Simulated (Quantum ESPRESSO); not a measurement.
**CoO: energy against a fixed spin moment**

Symmetry: I4/mmm, No. 139, tetragonal system. Conventional cell: a = 3.016 Å, b = 3.016 Å, c = 4.214 Å, α = 90.00°, β = 90.00°, γ = 90.00°. Nearest to Co lie 6 O at 2.11 to 2.13 Å. Nearest to O lie 6 Co at 2.11 to 2.13 Å. Farther neighbours and most contacts between anions are not listed.

```
method                                              : PBE with U = 3.5 eV on Co d (ortho-atomic projectors); plane waves with GBRV 1.5 PBE potentials, no spin-orbit coupling (and 1 further level or step)
program                                             : Quantum ESPRESSO 7.5
settings of one run                                 : GBRV 1.5 PBE, potential files O: o_pbe_v1.2.uspp.F.UPF, Co: co_pbe_v1.2.uspp.F.UPF, cutoff 544.23 eV, 10×10×10 k-mesh, 20 bands, fermi-dirac occupations, smearing width 0.136 eV, collinear spin, SCF threshold 4.00e-9, Hubbard form dudarev, Hubbard projectors ortho-atomic, starting moments 3 0 μB
cost                                                : 10 runs, 4.2 min in all on 2 MPI ranks of Arm Neoverse V2, shared host (the runs of this entry)
notes                                               : The run is spin-polarised, with a total moment of 2.92 μB a cell (absolute 2.94). The cell holds one seeded atom, so opposed orders, which may lie lower, cannot form in it. The smearing term is large for its width, so states at the Fermi level are partly filled: at this level the cell is a metal or has a gap of a few widths at most. Degenerate orbitals of a corrected shell are partly filled. Whether a state of lower symmetry lies under this one was not tested; under a U it often does.
moment of the free run                              : 2.92 μB a cell
energy at zero total moment                         : 731 meV a cell over the lowest
ΔE/ΔM² from the lowest point to 3.44 and to 2.46 μB : 3658 and 168 meV/μB²
```

At zero total moment the site moments vanish, so the 731 meV a cell is the energy of forming them, the change of the Hubbard energy included. The curve has 2 minima, at 0.98 and 2.9 μB, 112 meV a cell apart; under a U the points can lie on different orbital solutions.

[Logs and program files are shortened in this print: banners, set-up blocks, solver, clock and traceback lines can be left out without a mark of their own.]

[Logs are printed without paths, hosts, clocks, repeated set-up lines and the standing remarks that a program may print on its own settings, such as how far it seeks lower states.]

[Hosts, paths, dates, database ids (printed as entryN), source tags and the programs' standing remarks are cut or masked in the printed files.]

[Where a cell is said to come from a database of computed structures, the database is the Materials Project.]
